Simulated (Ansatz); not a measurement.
Does relaxation matter for the field gradients of HfSiO4?

Start: a structure deposited in the COD.

```cif
data_HfSiO4
_symmetry_space_group_name_H-M 'I4_1/amd:1'
_symmetry_Int_Tables_number 141
_cell_length_a 6.5725
_cell_length_b 6.5725
_cell_length_c 5.9632
_cell_angle_alpha 90.000
_cell_angle_beta 90.000
_cell_angle_gamma 90.000
loop_
_atom_site_label
_atom_site_type_symbol
_atom_site_symmetry_multiplicity
_atom_site_Wyckoff_symbol
_atom_site_fract_x
_atom_site_fract_y
_atom_site_fract_z
Hf Hf 4 a 0.0000 0.5000 0.2500
Si Si 4 b 0.5000 0.0000 0.2500
O O 16 h 0.5000 0.3155 0.8198
```

One atom of each set is listed; the run and its k-mesh use a cell of 12 atoms with edges of 5.52, 5.52, 5.52 Å.

Method: Kohn–Sham DFT in Ansatz, PBE, plane waves and PAW, scalar-relativistic, 420 eV cutoff, Γ-centred 7×7×7 k-points, Fermi–Dirac smearing 0.02 eV.

The largest force at the start is 0.34 eV/Å. Relaxing the ions at fixed cell moves them by 0.006 Å at most (atom 5, O) and 0.005 Å rms.

```csv
site,moved (Å),first shell before,first shell after,V_zz before (10²¹ V/m²),η before
Hf,0.000,8 O at 2.11–2.26 Å,8 O at 2.11–2.26 Å,13.07,0.00
Si,0.000,4 O at 1.62 Å,4 O at 1.63 Å,-2.11,0.00
O,0.006,"1 Si at 1.62 Å, 2 Hf at 2.11–2.26 Å","1 Si at 1.63 Å, 2 Hf at 2.11–2.26 Å",4.69,0.87
```

Q: What are V_zz and η after the relaxation?

A: 

```csv
site,V_zz after,η after,change of V_zz
Hf,14.29,0.00,+1.22
Si,-2.06,0.00,+0.05
O,4.79,0.86,+0.10
```

The largest change of V_zz is on Hf, from 13.07 to 14.29. In per cent, |V_zz| changes by +9 on Hf, -3 on Si, +2 on O (all sites that start above 0.5).

At this cell the PBE pressure is 7 GPa, so with PBE the cell would grow if it were relaxed. Without spin–orbit coupling the gradients at and beside Hf can be off by some per cent, at some sites by more.
